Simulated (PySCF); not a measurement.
# `c1c(C=O)cccc1`, C7H6O

Molfile (atoms numbered from 1):
```
C7H6O
     RDKit          3D

 14 14  0  0  0  0  0  0  0  0999 V2000
    2.8386   -1.4484   -0.1452 O   0  0  0  0  0  0  0  0  0  0  0  0
    2.2937   -0.3800   -0.2573 C   0  0  0  0  0  0  0  0  0  0  0  0
    0.8552   -0.1385   -0.0971 C   0  0  0  0  0  0  0  0  0  0  0  0
    0.3305    1.1441   -0.2522 C   0  0  0  0  0  0  0  0  0  0  0  0
   -1.0258    1.3594   -0.0998 C   0  0  0  0  0  0  0  0  0  0  0  0
   -1.8664    0.3003    0.2082 C   0  0  0  0  0  0  0  0  0  0  0  0
   -1.3521   -0.9782    0.3640 C   0  0  0  0  0  0  0  0  0  0  0  0
    0.0023   -1.1992    0.2127 C   0  0  0  0  0  0  0  0  0  0  0  0
    2.8740    0.5336   -0.5019 H   0  0  0  0  0  0  0  0  0  0  0  0
    0.9916    1.9649   -0.4922 H   0  0  0  0  0  0  0  0  0  0  0  0
   -1.4327    2.3524   -0.2201 H   0  0  0  0  0  0  0  0  0  0  0  0
   -2.9259    0.4726    0.3265 H   0  0  0  0  0  0  0  0  0  0  0  0
   -2.0117   -1.7987    0.6034 H   0  0  0  0  0  0  0  0  0  0  0  0
    0.4281   -2.1848    0.3288 H   0  0  0  0  0  0  0  0  0  0  0  0
  1  2  2  0
  2  3  1  0
  3  4  2  0
  4  5  1  0
  5  6  2  0
  6  7  1  0
  7  8  2  0
  8  3  1  0
  2  9  1  0
  4 10  1  0
  5 11  1  0
  6 12  1  0
  7 13  1  0
  8 14  1  0
M  END
```

The calculation used TDDFT PBE0/aug-cc-pVDZ excited states, vertical, gas phase in PySCF 2.14.0. Geometry: GFN2-xTB.

(1) How strongly do the lowest singlets absorb one photon, and two photons of half the energy?

Results:

(1) δ for parallel linear polarisation; σ at the peak of a Lorentzian of half width 0.1 eV, single beam; Ω is circular over linear.
| state | E (eV) | f | photon λ (nm) | δ (au) | σ (GM) | Ω | main |
| --- | --- | --- | --- | --- | --- | --- | --- |
| S1 | 3.69 | 0.000 | 672 | 0.11 | 0.00 | 1.50 | HOMO→LUMO 0.95 |
| S2 | 4.85 | 0.021 | 511 | 15.8 | 0.14 | 1.38 | HOMO−2→LUMO 0.54, HOMO−1→LUMO 0.31 |
| S3 | 5.28 | 0.256 | 469 | 176 | 1.80 | 0.74 | HOMO−1→LUMO 0.62, HOMO−2→LUMO 0.29 |
| S4 | 5.75 | 0.000 | 432 | 0.35 | 0.00 | 1.50 | HOMO→LUMO+1 0.99 |
| S5 | 6.39 | 0.160 | 388 | 16.1 | 0.24 | 0.20 | HOMO−1→LUMO+1 0.55, HOMO−2→LUMO+1 0.14 |

Among these, the strongest one-photon state is S3, the strongest two-photon state S3, with a dipole change of 2.5 D (relaxed, norm of the difference vector).
